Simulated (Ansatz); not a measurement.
# AlN in Ansatz: the effect of exact exchange

The system is AlN.

```xyz
4
Lattice="3.3121 0.0000 0.0000 -1.6561 2.8684 0.0000 0.0000 0.0000 4.1876" Properties=species:S:1:pos:R:3 pbc="T T T"
Al    1.6561    0.9561    1.0469
Al    0.0000    1.9123    3.1407
N     1.6561    0.9561    3.1407
N     0.0000    1.9123    1.0469
```

Measurements of this composition are mostly on another form, of space group No. 186.

Alike in all runs:

```yaml
Program: Ansatz 0.2.0
Task: single point
Functional: HSE06 form with a typed share of exact exchange
Potentials_or_basis: Ansatz PAW
Cutoff: "420 eV (not typed: the program's choice for these potentials)"
k_mesh: 5 × 5 × 4
Occupations: fermi-dirac, width 0.05 eV
Spin: no spin polarisation
```

| exact exchange | gap on the mesh (eV) | pressure (GPa) |
| --- | --- | --- |
| 0.15 | 4.02 | -3.4 |
| 0.2 | ? | ? |
| 0.25 | 4.54 | -5.8 |
| 0.3 | 4.81 | -6.9 |
| 0.05 | 3.51 | -1.0 |
| 0.1 | 3.76 | -2.2 |

Question: What does the run with exact exchange 0.2 give?

Answer: gap on the mesh 4.28 eV; pressure -4.6 GPa.

Worked out: A straight line through the other rows of the gap on the mesh, of slope 5.2 eV per unit of exact exchange, gives 4.28 eV, against the run's 4.28. A straight line through the other rows of the pressure, of slope -23.7 GPa per unit of exact exchange, gives -4.6 GPa, against the run's -4.6.

Caveats: all runs use coarse meshes; odd divisions of the mesh miss points on the zone boundary, where band edges often lie, so the gap on the mesh can be too wide; the PAW data sets come from PBE, with cores solved anew for the run's functional, which leaves a small shift of forces and pressure; the thresholds are loose for stress.

